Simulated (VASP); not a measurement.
# GaP: cell size and functional, part 2 of 2

Which functional gives which lattice for GaP? The starting structure is a measured crystal structure from the Crystallography Open Database.

VASP 6.6.1.

Results so far: PBEsol 20.07 Å³ an atom; LDA 19.60 Å³ an atom; PBE 20.84 Å³ an atom.

### 5. Relaxation with PBEsol + D3(BJ)

Level of this step: PBEsol with D3(BJ); plane waves and PAW (Ga_d, P) (VASP).

D3 with Becke-Johnson damping keeps a finite attraction at short range. This run starts from the cell of an earlier relaxation, which isn't shown; the restart sets up the plane waves anew.

The input, INCAR:

```
SYSTEM = GaP
PREC = Accurate
ENCUT = 450
EDIFF = 1E-06
NELM = 100
ISMEAR = 0
SIGMA = 0.03
LREAL = .FALSE.
ALGO = Normal
GGA = PS
IVDW = 12
NBANDS = 15
LORBIT = 11
LWAVE = .FALSE.
LCHARG = .FALSE.
KPAR = 2
IBRION = 2
NSW = 50
ISIF = 3
EDIFFG = -0.01
```

The input, POSCAR:

```
GaP
1.0
    0.0000000000      2.6941824257      2.6941824257
    2.6941824257      0.0000000000      2.6941824257
    2.6941824257      2.6941824257      0.0000000000
Ga P
1 1
Direct
    0.0000000000      0.0000000000      0.0000000000
    0.7500000000      0.7500000000      0.7500000000
```

The input, KPOINTS:

```
Automatic mesh
0
Gamma
8 8 8
0 0 0
```

PAW data sets: Ga_d and P (PBE family, release 64).

Run with:

```bash
mpirun -np 2 vasp_std
```

Output:

```text
[banner, memory and clock lines left out]
running    2 mpi-ranks, on    1 nodes
[...]
[... a notice as in an earlier step ...]

 LDA part: xc-table for (Slater+PW92), standard interpolation
 POSCAR, INCAR and KPOINTS ok, starting setup
[...]
entering main loop
       N       E                     dE             d eps       ncg     rms          rms(c)
DAV:   1     0.783737645383E+02    0.78374E+02   -0.84629E+03   878   0.160E+03
DAV:   2    -0.409145673442E+01   -0.82465E+02   -0.78048E+02   983   0.302E+02
DAV:   3    -0.101087369899E+02   -0.60173E+01   -0.59954E+01  1045   0.677E+01
DAV:   4    -0.102095498684E+02   -0.10081E+00   -0.10078E+00  1117   0.945E+00
[...]
DAV:  10    -0.991324241525E+01   -0.17030E-04   -0.62472E-05  1381   0.868E-02    0.266E-02
DAV:  11    -0.991326702894E+01   -0.24614E-04   -0.25812E-05   989   0.557E-02    0.565E-03
DAV:  12    -0.991326697152E+01    0.57418E-07   -0.10320E-06   828   0.144E-02
   1 F= -.10495382E+02 E0= -.10495382E+02  d E =-.104954E+02
[...]
reached required accuracy - stopping structural energy minimisation
```

It took 4 s on 2 MPI ranks of Intel Xeon 6975P-C (Granite Rapids), shared host; peak memory 0.31 GiB; 6.9 s of CPU time.

From OUTCAR (step 5):

```text
 Edisp (eV)   -0.58211

  Total      -0.01298    -0.01298    -0.01298     0.00000     0.00000     0.00000
  in kB      -0.53178    -0.53178    -0.53178     0.00000     0.00000     0.00000
  external pressure =       -0.53 kB  Pullay stress =        0.00 kB

 POSITION                                       TOTAL-FORCE (eV/Angst)
 -----------------------------------------------------------------------------------
      0.00000      0.00000      0.00000        -0.000000     -0.000000     -0.000000
      4.04127      4.04127      4.04127         0.000000      0.000000      0.000000
 -----------------------------------------------------------------------------------
    total drift:                               -0.000000     -0.000000     -0.000000

  FREE ENERGIE OF THE ION-ELECTRON SYSTEM (eV)
  ---------------------------------------------------
  free  energy   TOTEN  =       -10.4953815176 eV

  energy  without entropy=      -10.4953815176  energy(sigma->0) =      -10.49538152

[... 2 parts as in an earlier step ...]

[... 2 further parts left out ...]
[key lines of the parts left out:]
E-fermi :   5.0511
```

With PBEsol + D3(BJ) the relaxed cell holds 19.556 Å³ an atom, -3.38 % against the measured cell, with a = 5.388 Å. That is -2.56 % from PBEsol. Pressures at 0.985 and 1.015 times this volume, from two more relaxations that aren't shown, give a bulk modulus of 90.7 GPa.

### 6. Relaxation with r2SCAN

r2SCAN adds the kinetic-energy density, costs more than a GGA and is run with LASPH.

Edit INCAR of step 5 so:

```diff
@@ -9,4 +9,4 @@
 ALGO = Normal
-GGA = PS
-IVDW = 12
+METAGGA = R2SCAN
+LASPH = .TRUE.
 NBANDS = 15
```

The input, POSCAR:

```
GaP
1.0
    0.0000000000      2.7252500000      2.7252500000
    2.7252500000      0.0000000000      2.7252500000
    2.7252500000      2.7252500000      0.0000000000
Ga P
1 1
Direct
    0.0000000000      0.0000000000      0.0000000000
    0.7500000000      0.7500000000      0.7500000000
```

KPOINTS is that of step 5.

Run with:

```bash
mpirun -np 2 vasp_std
```

Output:

```text
[banner, memory and clock lines left out]
running    2 mpi-ranks, on    1 nodes
[...]
[... a notice as in an earlier step ...]

 LDA part: xc-table for (None), standard interpolation
 POSCAR, INCAR and KPOINTS ok, starting setup
[...]
entering main loop
       N       E                     dE             d eps       ncg     rms          rms(c)
DAV:   1     0.669195725333E+02    0.66920E+02   -0.86511E+03   894   0.164E+03
DAV:   2    -0.176069134306E+02   -0.84526E+02   -0.81069E+02   975   0.316E+02
DAV:   3    -0.236426041897E+02   -0.60357E+01   -0.60170E+01  1094   0.686E+01
DAV:   4    -0.237382233772E+02   -0.95619E-01   -0.95593E-01  1071   0.947E+00
[...]
DAV:  11    -0.214620133416E+02    0.11297E-05   -0.20105E-05  1017   0.408E-02    0.613E-03
DAV:  12    -0.214620112563E+02    0.20853E-05   -0.18164E-06  1011   0.115E-02    0.277E-03
DAV:  13    -0.214620120241E+02   -0.76782E-06   -0.31375E-07   603   0.861E-03
   1 F= -.21462012E+02 E0= -.21462012E+02  d E =-.214620E+02
[...]
DAV:   4    -0.214620305619E+02    0.15801E-04   -0.23244E-05  1076   0.721E-02    0.513E-03
DAV:   5    -0.214620287853E+02    0.17766E-05   -0.79740E-07   722   0.110E-02    0.349E-03
DAV:   6    -0.214620269239E+02    0.18614E-05   -0.42391E-07   519   0.950E-03    0.120E-03
DAV:   7    -0.214620269544E+02   -0.30514E-07   -0.73460E-08   463   0.275E-03
   2 F= -.21462027E+02 E0= -.21462027E+02  d E =-.149303E-04
 trial-energy change:   -0.000015  1 .order   -0.000005   -0.000073    0.000064
 step:   0.6382(harm=  0.5344)  dis= 0.00000  next Energy=   -21.462038 (dE=-0.259E-04)
[...]
N       E                     dE             d eps       ncg     rms          rms(c)
DAV:   1    -0.214621413912E+02   -0.11447E-03   -0.12031E-03  1101   0.695E-01    0.599E-02
DAV:   2    -0.214620594517E+02    0.81939E-04   -0.11641E-04  1080   0.254E-01    0.283E-02
DAV:   3    -0.214620359397E+02    0.23512E-04   -0.21097E-05  1108   0.105E-01    0.583E-03
DAV:   4    -0.214620343726E+02    0.15671E-05   -0.30255E-06  1001   0.264E-02    0.178E-03
DAV:   5    -0.214620348057E+02   -0.43303E-06   -0.10674E-07   456   0.406E-03
   3 F= -.21462035E+02 E0= -.21462035E+02  d E =-.227815E-04
[...]
reached required accuracy - stopping structural energy minimisation
```

Wall time 33 s (2 MPI ranks); peak memory 0.31 GiB.

From OUTCAR (step 6):

```text
  Total       -0.0054527     -0.0054527     -0.0054527      0.0000000      0.0000000      0.0000000
  in kB       -0.2161280     -0.2161280     -0.2161280      0.0000000      0.0000000      0.0000000
  external PRESSURE =      -0.2161280 kB  Pullay stress =       0.0000000 kB

 POSITION                                       TOTAL-FORCE (eV/Angst)
 -----------------------------------------------------------------------------------
      0.00000      0.00000      0.00000        -0.000000     -0.000000     -0.000000
      4.08588      4.08588      4.08588         0.000000      0.000000      0.000000
 -----------------------------------------------------------------------------------
    total drift:                                0.000003      0.000003      0.000003

  FREE ENERGIE OF THE ION-ELECTRON SYSTEM (eV)
  ---------------------------------------------------
  free  energy   TOTEN  =       -21.4620348057 eV

  energy  without entropy=      -21.4620348057  energy(sigma->0) =      -21.46203481

[... 2 parts as in an earlier step ...]

[... 2 further parts left out ...]
[key lines of the parts left out:]
E-fermi :   4.6349
```

With r2SCAN the relaxed cell holds 20.211 Å³ an atom, -0.15 % against the measured cell, with a = 5.448 Å. That is +0.70 % from PBEsol. Pressures at 0.985 and 1.015 times this volume, from two more relaxations that aren't shown, give a bulk modulus of 88.5 GPa.

### 7. Relaxation with r2SCAN + rVV10

rVV10 adds a nonlocal correlation energy for dispersion.

Edit INCAR of step 6 so:

```diff
@@ -10,2 +10,6 @@
 METAGGA = R2SCAN
+LUSE_VDW = .TRUE.
+IVDW_NL = 2
+BPARAM = 11.95
+CPARAM = 0.0093
 LASPH = .TRUE.
```

POSCAR is that of step 6.

KPOINTS is that of step 6.

Run with:

```bash
mpirun -np 2 vasp_std
```

Output:

```text
[banner, memory and clock lines left out]
running    2 mpi-ranks, on    1 nodes
[...]
|                                                                             |
|               ----> ADVICE to this user running VASP <----                  |
|                                                                             |
|     You have switched on vdW-DFT.                                           |
|     This routine was written and supplied by Jiri Klimes. We recommend      |
|     that you carefully read and cite the following publications:            |
|       J. Klimes, D.R. Bowler, A. Michelides                                 |
|          J. Phys.: Cond Matt. 22 022201 (2010)                              |
|       J. Klimes, D.R. Bowler, A. Michelides                                 |
|          Phys. Rev. B. 83, 195131 (2011)                                    |
|     and references therein.                                                 |
|                                                                             |

[...]
DAV:  11    -0.209476291519E+02    0.60348E-05   -0.15183E-05  1034   0.396E-02    0.530E-03
Total rVV10 correction in eV:      0.5137423    20.1367724
Total rVV10 correction in eV:      0.5137423    20.1367724
DAV:  12    -0.209476266112E+02    0.25407E-05   -0.15545E-06   940   0.109E-02    0.263E-03
Total rVV10 correction in eV:      0.5137458    20.1367724
Total rVV10 correction in eV:      0.5137458    20.1367724
DAV:  13    -0.209476269903E+02   -0.37912E-06   -0.28336E-07   603   0.771E-03
Total rVV10 correction in eV:      0.5137424    20.1367724
Total rVV10 correction in eV:      0.5137424    20.1367724
Total rVV10 correction in eV:      0.5137459    20.1367724
Total rVV10 correction in eV:      0.5137459    20.1367724
   1 F= -.20947627E+02 E0= -.20947627E+02  d E =-.209476E+02
[... from here on, the cycles between the ionic steps are left out ...]
   2 F= -.20948263E+02 E0= -.20948263E+02  d E =-.636289E-03
   3 F= -.20948694E+02 E0= -.20948694E+02  d E =-.106751E-02
   4 F= -.20948636E+02 E0= -.20948636E+02  d E =-.100879E-02
   5 F= -.20948675E+02 E0= -.20948675E+02  d E =-.104783E-02
   6 F= -.20948687E+02 E0= -.20948687E+02  d E =-.106033E-02
   7 F= -.20948694E+02 E0= -.20948694E+02  d E =-.106731E-02
[...]
reached required accuracy - stopping structural energy minimisation
```

The job ended after 2.4 min (2 MPI ranks; peak memory 0.51 GiB; 4.8 min of CPU time).

Parts of OUTCAR (step 7):

```text
  Total        0.0117654      0.0117654      0.0117654      0.0000000      0.0000000     -0.0000000
  in kB        0.4704183      0.4704183      0.4704183      0.0000000      0.0000000     -0.0000000
  external PRESSURE =       0.4704183 kB  Pullay stress =       0.0000000 kB

 POSITION                                       TOTAL-FORCE (eV/Angst)
 -----------------------------------------------------------------------------------
      0.00000      0.00000      0.00000         0.000000      0.000000      0.000000
      4.07405      4.07405      4.07405        -0.000000     -0.000000     -0.000000
 -----------------------------------------------------------------------------------
    total drift:                                0.000002      0.000002      0.000002

  FREE ENERGIE OF THE ION-ELECTRON SYSTEM (eV)
  ---------------------------------------------------
  free  energy   TOTEN  =       -20.9486942992 eV

  energy  without entropy=      -20.9486942992  energy(sigma->0) =      -20.94869430

[... 2 parts as in an earlier step ...]

[... 2 further parts left out ...]
[key lines of the parts left out:]
E-fermi :   4.7390
```

With r2SCAN + rVV10 the relaxed cell holds 20.036 Å³ an atom, -1.01 % against the measured cell, with a = 5.432 Å. That is -0.17 % from PBEsol. Pressures at 0.985 and 1.015 times this volume, from two more relaxations that aren't shown, give a bulk modulus of 91.2 GPa.

### 8. Relaxation with vdW-DF-cx

vdW-DF-cx takes its exchange from the same plasmon model as its correlation.

Edit INCAR of step 7 so:

```diff
@@ -9,7 +9,5 @@
 ALGO = Normal
-METAGGA = R2SCAN
+GGA = CX
+AGGAC = 0
 LUSE_VDW = .TRUE.
-IVDW_NL = 2
-BPARAM = 11.95
-CPARAM = 0.0093
 LASPH = .TRUE.
```

POSCAR is that of step 7.

KPOINTS is that of step 7.

Run with:

```bash
mpirun -np 2 vasp_std
```

Output:

```text
[banner, memory and clock lines left out]
running    2 mpi-ranks, on    1 nodes
[...]
[... a notice as in an earlier step ...]

 [... a notice as in an earlier step ...]

 LDA part: xc-table for (Slater+PW92), standard interpolation
 POSCAR, INCAR and KPOINTS ok, starting setup
[...]
entering main loop
       N       E                     dE             d eps       ncg     rms          rms(c)
DAV:   1     0.836716596150E+02    0.83672E+02   -0.84260E+03   894   0.159E+03
DAV:   2     0.108529268491E+01   -0.82586E+02   -0.79228E+02   975   0.308E+02
DAV:   3    -0.481548563773E+01   -0.59008E+01   -0.58818E+01  1094   0.669E+01
DAV:   4    -0.491121320801E+01   -0.95728E-01   -0.95698E-01  1078   0.932E+00
[...]
DAV:  10    -0.465920267867E+01   -0.39905E-04   -0.70794E-05  1177   0.808E-02    0.405E-02
DAV:  11    -0.465924833375E+01   -0.45655E-04   -0.57131E-05   989   0.656E-02    0.399E-03
DAV:  12    -0.465924858966E+01   -0.25591E-06   -0.13296E-06   894   0.150E-02
[...]
DAV:   3    -0.465928138763E+01    0.19014E-03   -0.19818E-04  1164   0.280E-01    0.189E-02
DAV:   4    -0.465926528389E+01    0.16104E-04   -0.20668E-05  1007   0.593E-02    0.818E-03
DAV:   5    -0.465926244945E+01    0.28344E-05   -0.18442E-06   770   0.189E-02    0.195E-03
DAV:   6    -0.465926248176E+01   -0.32308E-07   -0.20117E-07   484   0.480E-03
   2 F= -.46592625E+01 E0= -.46592625E+01  d E =-.138921E-04
 trial-energy change:   -0.000014  1 .order   -0.000013   -0.000088    0.000063
 step:   0.5840(harm=  0.5840)  dis= 0.00000  next Energy=    -4.659274 (dE=-0.257E-04)
[...]
N       E                     dE             d eps       ncg     rms          rms(c)
DAV:   1    -0.465944324005E+01   -0.18079E-03   -0.20476E-03  1122   0.872E-01    0.768E-02
DAV:   2    -0.465931080982E+01    0.13243E-03   -0.21431E-04  1094   0.335E-01    0.349E-02
DAV:   3    -0.465927729298E+01    0.33517E-04   -0.34876E-05  1150   0.117E-01    0.774E-03
DAV:   4    -0.465927416256E+01    0.31304E-05   -0.35557E-06   960   0.249E-02    0.338E-03
DAV:   5    -0.465927337138E+01    0.79119E-06   -0.30812E-07   463   0.781E-03
   3 F= -.46592734E+01 E0= -.46592734E+01  d E =-.247817E-04
[...]
reached required accuracy - stopping structural energy minimisation
```

It took 43 s on 2 MPI ranks; peak memory 0.62 GiB.

OUTCAR, selected parts (step 8):

```text
  Total       -0.0058765     -0.0058765     -0.0058765      0.0000000      0.0000000      0.0000000
  in kB       -0.2329265     -0.2329265     -0.2329265      0.0000000      0.0000000      0.0000000
  external PRESSURE =      -0.2329265 kB  Pullay stress =       0.0000000 kB

 POSITION                                       TOTAL-FORCE (eV/Angst)
 -----------------------------------------------------------------------------------
      0.00000     -0.00000      0.00000         0.000000     -0.000000     -0.000000
      4.08587      4.08587      4.08587        -0.000000      0.000000      0.000000
 -----------------------------------------------------------------------------------
    total drift:                               -0.000001     -0.000001     -0.000001

  FREE ENERGIE OF THE ION-ELECTRON SYSTEM (eV)
  ---------------------------------------------------
  free  energy   TOTEN  =        -4.6592733714 eV

  energy  without entropy=       -4.6592733714  energy(sigma->0) =       -4.65927337

[... 2 parts as in an earlier step ...]

[... 2 further parts left out ...]
[key lines of the parts left out:]
E-fermi :   4.7530
```

With vdW-DF-cx the relaxed cell holds 20.211 Å³ an atom, -0.15 % against the measured cell, with a = 5.448 Å. That is +0.70 % from PBEsol. Pressures at 0.985 and 1.015 times this volume, from two more relaxations that aren't shown, give a bulk modulus of 83.9 GPa.

### 9. Relaxation with BLYP

BLYP comes from molecular chemistry and underbinds dense solids. This run starts from the cell of an earlier relaxation, which isn't shown; the restart sets up the plane waves anew.

Edit INCAR of step 8 so:

```diff
@@ -9,6 +9,7 @@
 ALGO = Normal
-GGA = CX
-AGGAC = 0
-LUSE_VDW = .TRUE.
-LASPH = .TRUE.
+GGA = B5
+ALDAX = 1
+AGGAX = 1
+AGGAC = 1
+ALDAC = 0
 NBANDS = 15
```

The input, POSCAR:

```
GaP
1.0
    0.0000000000      2.7998299837      2.7998299837
    2.7998299837      0.0000000000      2.7998299837
    2.7998299837      2.7998299837      0.0000000000
Ga P
1 1
Direct
    0.0000000000      0.0000000000      0.0000000000
    0.7500000000      0.7500000000      0.7500000000
```

KPOINTS is that of step 8.

Run with:

```bash
mpirun -np 2 vasp_std
```

Output:

```text
[banner, memory and clock lines left out]
running    2 mpi-ranks, on    1 nodes
[...]
[... a notice as in an earlier step ...]

 LDA part: xc-table for (Slater(with rela. corr.)+VWN5), standard interpolation
 POSCAR, INCAR and KPOINTS ok, starting setup
[...]
entering main loop
       N       E                     dE             d eps       ncg     rms          rms(c)
DAV:   1     0.793340500618E+02    0.79334E+02   -0.84855E+03   878   0.159E+03
DAV:   2    -0.188997164645E+01   -0.81224E+02   -0.77885E+02   989   0.294E+02
DAV:   3    -0.801913074860E+01   -0.61292E+01   -0.61071E+01  1122   0.673E+01
DAV:   4    -0.812093617135E+01   -0.10181E+00   -0.10178E+00  1062   0.959E+00
[...]
DAV:  10    -0.781017182994E+01   -0.41305E-04   -0.10703E-04  1143   0.921E-02    0.328E-02
DAV:  11    -0.781020161411E+01   -0.29784E-04   -0.27639E-05   976   0.515E-02    0.346E-03
DAV:  12    -0.781020154060E+01    0.73519E-07   -0.13762E-06   899   0.148E-02
   1 F= -.78102015E+01 E0= -.78102015E+01  d E =-.781020E+01
[...]
reached required accuracy - stopping structural energy minimisation
```

The job ended after 6 s (2 MPI ranks; peak memory 0.29 GiB).

OUTCAR, selected parts (step 9):

```text
  Total        0.0146951      0.0146951      0.0146951     -0.0000000      0.0000000     -0.0000000
  in kB        0.5363639      0.5363639      0.5363639     -0.0000000      0.0000000     -0.0000000
  external PRESSURE =       0.5363639 kB  Pullay stress =       0.0000000 kB

 POSITION                                       TOTAL-FORCE (eV/Angst)
 -----------------------------------------------------------------------------------
      0.00000      0.00000      0.00000         0.000000      0.000000     -0.000000
      4.19974      4.19974      4.19974        -0.000000     -0.000000      0.000000
 -----------------------------------------------------------------------------------
    total drift:                               -0.000001     -0.000001     -0.000001

  FREE ENERGIE OF THE ION-ELECTRON SYSTEM (eV)
  ---------------------------------------------------
  free  energy   TOTEN  =        -7.8102015406 eV

  energy  without entropy=       -7.8102015406  energy(sigma->0) =       -7.81020154

[... 2 parts as in an earlier step ...]

[... 2 further parts left out ...]
[key lines of the parts left out:]
E-fermi :   4.4368
```

With BLYP the relaxed cell holds 21.948 Å³ an atom, +8.44 % against the measured cell, with a = 5.600 Å. That is +9.36 % from PBEsol. Pressures at 0.985 and 1.015 times this volume, from two more relaxations that aren't shown, give a bulk modulus of 65.2 GPa.

### 10. Comparison

```tsv
level	volume (Å³/atom)	against the measured cell (%)	a (Å)	bulk modulus (GPa)	pressure left (GPa)	core minutes
PBEsol	20.07	-0.84	5.4352	85.3	-0.04	0.247
LDA	19.602	-3.15	5.3926	90.3	-0.06	0.36
PBE	20.837	2.95	5.5035	76.9	0.03	0.26
PBEsol + D3(BJ)	19.556	-3.38	5.3884	90.7	-0.05	0.4
r2SCAN	20.211	-0.15	5.4478	88.5	-0.02	1.1
r2SCAN + rVV10	20.036	-1.01	5.4321	91.2	0.05	4.87
vdW-DF-cx	20.211	-0.15	5.4478	83.9	-0.02	1.43
BLYP	21.948	8.44	5.5997	65.2	0.05	0.7
```

Core minutes are wall time times ranks, summed over the relaxations behind a row (those for a bulk modulus apart), on shared hosts.

### 11. Summary of results

```
volume, PBEsol          : 20.07 Å³/atom
volume, LDA             : 19.60 Å³/atom
volume, PBE             : 20.84 Å³/atom
volume, PBEsol + D3(BJ) : 19.56 Å³/atom
volume, r2SCAN          : 20.21 Å³/atom
volume, r2SCAN + rVV10  : 20.04 Å³/atom
volume, vdW-DF-cx       : 20.21 Å³/atom
volume, BLYP            : 21.95 Å³/atom
```

In words: Across 8 levels the volume of GaP spans 12.2 %, from 19.56 Å³ an atom (PBEsol + D3(BJ)) to 21.95 Å³ (BLYP). Against the measured volume of the starting structure, r2SCAN comes nearest (-0.1 %) and BLYP lies farthest (+8.4 %). The measured cell holds zero-point expansion and, unless it was taken cold, thermal expansion, which the runs lack, so small differences decide nothing. Adding D3(BJ) to PBEsol changes the volume by -2.6 %. Adding rVV10 to r2SCAN changes the volume by -0.9 %. The bulk modulus goes from 65.2 GPa (BLYP) to 91.2 GPa (r2SCAN + rVV10). LASPH is on in some of these runs and off in others, which adds a little to the differences. All runs keep the symmetry of the start, so they can't find a distortion of lower symmetry. Further runs on this material are not shown.

[Lines on the potential files, build, host, timing and source positions are cut from VASP's logs without a mark.]

[Logs are printed without paths, hosts, clocks, repeated set-up lines and the standing remarks that a program may print on its own settings, such as how far it seeks lower states.]

[Hosts, paths, dates, database ids (printed as entryN), source tags and the programs' standing remarks are cut or masked in the printed files.]
